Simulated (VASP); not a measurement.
# Lu (P6_3/mmc) in VASP: a series of runs, part 2 of 2

VASP 6.6.1. The steps go on from the part before.

### Step 6. Relaxation of shape and atoms at fixed volume, PBEsol (a relaxed cell with its volume scaled by 0.98)

Input file INCAR:

```
SYSTEM = Lu
ALGO = Normal
EDIFF = 1E-7
EDIFFG = -0.01
ENCUT = 600
GGA = PS
IBRION = 2
ISIF = 4
ISMEAR = 1
LASPH = .True.
LCHARG = .False.
LREAL = .False.
LWAVE = .False.
NELM = 80
NSW = 40
PREC = Accurate
SIGMA = 0.1
```

Input file KPOINTS:

```
k-points
0
Gamma
  12 12 7
  0 0 0
```

Input file POSCAR:

```
Lu                                      
1.0
    3.4285545409     -0.0000000000     -0.0000000000
   -1.7142772705      2.9692153307      0.0000000000
    0.0000000000     -0.0000000000      5.3230144131
  Lu            
     2
Direct
     0.3333333332999970    0.6666666667000030    0.2500000000000000
     0.6666666667000030    0.3333333332999970    0.7500000000000000
```

Potentials or basis: VASP PAW PBE potentials, release 64 (Lu).

Launch:

```console
> cat potpaw_PBE.64/Lu/POTCAR > POTCAR
> mpirun -np 1 vasp_std > vasp.out
```

OUTCAR:

```text
SYSTEM = Lu
   EDIFF = 1E-7
   EDIFFG = -0.01
   ENCUT = 600
   GGA = PS
   IBRION = 2
   ISIF = 4
   ISMEAR = 1
   LASPH = .True.
   LREAL = .False.
   NELM = 80
   NSW = 40
   PREC = Accurate

 ion  position               nearest neighbor table
   1  0.333  0.667  0.250-   2 3.32   2 3.32   2 3.32   2 3.32   2 3.32   2 3.32
   2  0.667  0.333  0.750-   1 3.32   1 3.32   1 3.32   1 3.32   1 3.32   1 3.32

  LATTYP: Found a hexagonal cell.
 ALAT       =     3.4285545409
 C/A-ratio  =     1.5525535177

  Lattice vectors:

 A1 = (   3.4285545409,   0.0000000000,   0.0000000000)
 A2 = (  -1.7142772705,   2.9692153307,   0.0000000000)
 A3 = (   0.0000000000,   0.0000000000,   5.3230144131)

Analysis of symmetry for initial positions (statically):
=====================================================================
 Subroutine PRICEL returns:
 Original cell was already a primitive cell.

 Routine SETGRP: Setting up the symmetry group for a
 hexagonal supercell.

 Subroutine GETGRP returns: Found 24 space group operations
 (whereof 12 operations were pure point group operations)
[... 161 lines left out ...]
  ---------------------------------------------------
  ext. energy  EPLUGINS =         0.00000000
  ---------------------------------------------------
  free energy    TOTEN  =        -9.89808128 eV

  energy without entropy =       -9.89627775  energy(sigma->0) =       -9.89748010

 E-fermi :   2.3644     XC(G=0): -11.1306

 val. band max:        2.3582027837   @ k =   0.1667   0.0833   0.2857
 cond. band min:       2.3662940279   @ k =   0.3333   0.0833   0.4286
 fundamental gap:      0.0080912442
 Fermi energy:         2.3643652693

 k-point     1 :       0.0000    0.0000    0.0000
  band No.  band energies     occupation
      1     -53.6673      2.00000
      2     -53.6159      2.00000
      3     -24.7051      2.00000
      4     -24.1581      2.00000
      5     -24.1581      2.00000
      6     -24.0478      2.00000
[... 781 lines left out ...]
     29       4.6117      0.00000
     30       7.0875      0.00000

 [... further k-points ...]
[... 5 lines left out ...]
  --------------------------------------------------------------------------------------
  -------------------------------------------------------------------------------------
  Total        0.3330259      0.3330259      0.3582803     -0.0000000      0.0000000     -0.0000000
  in kB        9.8464163      9.8464163     10.5931014     -0.0000000      0.0000000     -0.0000000
  external PRESSURE =      10.0953113 kB  Pullay stress =       0.0000000 kB

 VOLUME and BASIS-vectors are now :
 -----------------------------------------------------------------------------
  energy-cutoff  :      600.00
  volume of cell :       54.19
      direct lattice vectors                 reciprocal lattice vectors
     3.428554541  0.000000000  0.000000000     0.291668103  0.168394658  0.000000000
    -1.714277271  2.969215331  0.000000000     0.000000000  0.336789316  0.000000000
     0.000000000  0.000000000  5.323014413     0.000000000  0.000000000  0.187863478

 POSITION                                       TOTAL-FORCE (eV/Angst)
 -----------------------------------------------------------------------------------
     -0.00000      1.97948      1.33075         0.000000     -0.000000      0.000000
      1.71428      0.98974      3.99226        -0.000000      0.000000      0.000000
 -----------------------------------------------------------------------------------
    total drift:                               -0.000000      0.000000     -0.000000

  FREE ENERGIE OF THE ION-ELECTRON SYSTEM (eV)
  ---------------------------------------------------
  free  energy   TOTEN  =        -9.8980812786 eV

  energy  without entropy=       -9.8962777457  energy(sigma->0) =       -9.89748010

 reached required accuracy - stopping structural energy minimisation
```

It took 76 s on 1 thread of Intel Xeon 6975P-C (Granite Rapids), shared host; peak memory 0.28 GiB.

What came out:

| Property | Result |
| --- | --- |
| Free energy | -9.8981 eV |
| Pressure after relaxing | 1.0 GPa |
| Band gap on the k mesh | none (metal or under the smearing width) |

Final structure:
```cif
data_structure
_symmetry_space_group_name_H-M 'P 1'
_symmetry_Int_Tables_number 1
_cell_length_a 3.4286
_cell_length_b 3.4286
_cell_length_c 5.3230
_cell_angle_alpha 90.000
_cell_angle_beta 90.000
_cell_angle_gamma 120.000
_cell_volume 54.19
loop_
_atom_site_label
_atom_site_type_symbol
_atom_site_fract_x
_atom_site_fract_y
_atom_site_fract_z
_atom_site_occupancy
Lu1 Lu 0.33333 0.66667 0.25000 1
Lu2 Lu 0.66667 0.33333 0.75000 1
```

Levels at points of the mesh, in eV from the Fermi level:
| k point | band 22 | band 23 | band 24 | band 25 | band 26 | band 27 | band 28 | band 29 |
| --- | --- | --- | --- | --- | --- | --- | --- | --- |
| (0.00, 0.00, 0.00) | -4.71 | -4.70 | -2.52 | 0.97 | 2.20 | 2.20 | 2.73 | 3.02 |
| (0.50, 0.00, 0.00) | -4.71 | -2.41 | -1.52 | -0.96 | -0.29 | 1.75 | 1.83 | 2.56 |

Caveat: the relaxation stopped at its first step, so nothing moved; the PAW data sets were made with another functional, which shifts forces and pressure a little. Spin-orbit coupling is left out, which matters for the levels of Lu.

### Step 7. The runs side by side

```csv
task,cell,gap on the mesh (eV),pressure (GPa)
relaxation of cell and atoms,relaxed,none,0.0
relaxation of shape and atoms at fixed volume,atoms relaxed at fixed volume from: a relaxed cell with its volume scaled by 0.94,none,3.5
relaxation of shape and atoms at fixed volume,atoms relaxed at fixed volume from: a relaxed cell with its volume scaled by 0.96,none,2.3
relaxation of shape and atoms at fixed volume,atoms relaxed at fixed volume from: a relaxed cell with its volume scaled by 0.98,none,1.0
```

Alike in all rows: level PBEsol; potentials or basis VASP PAW PBE potentials, release 64 (Lu); no spin polarisation; k mesh 12 × 12 × 7; cutoff (eV) 600; smearing methfessel-paxton 0.1 eV.

Caveats: the PAW data sets were made with another functional, which shifts forces and pressure a little; the relaxation stopped at its first step, so nothing moved (some runs).

Absolute energies hang on the potentials; compare differences alone.
